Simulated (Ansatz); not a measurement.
Cubic perovskite LaAlO3 (cubic high-temperature phase) was calculated with HSE06 (plane waves, PAW; Ansatz, an electronic-structure program).

Run with plane-wave cutoff 520 eV, 6×6×6 k mesh, scalar-relativistic PAW data made under PBE.

Computed at the level's own relaxed cell.

Elastic tensor (GPa, Voigt notation, ions relaxed):

```
  366.0   136.2   136.2     0.0     0.0     0.0
  136.2   366.0   136.2     0.0     0.0     0.0
  136.2   136.2   366.0     0.0     0.0     0.0
    0.0     0.0     0.0   169.1     0.0     0.0
    0.0     0.0     0.0     0.0   169.1     0.0
    0.0     0.0     0.0     0.0     0.0   169.1
```

Worked from these constants: the tetragonal shear constant is C′ = (C11 − C12)/2 = 114.9 GPa against C44 = 169.1 GPa, so the tetragonal shear is the softer. The Zener ratio C44/C′ is 1.47 (1 for an isotropic solid), and the Cauchy pressure C12 − C44 is -32.9 GPa. With C11 + 2C12 = 638.4 GPa all three Born conditions hold; they don't test modes at the zone boundary.

Note: the relaxation could not lower the start's symmetry, so the cell can be a saddle point above a distorted one.

Static lattice: no zero-point or thermal effects.
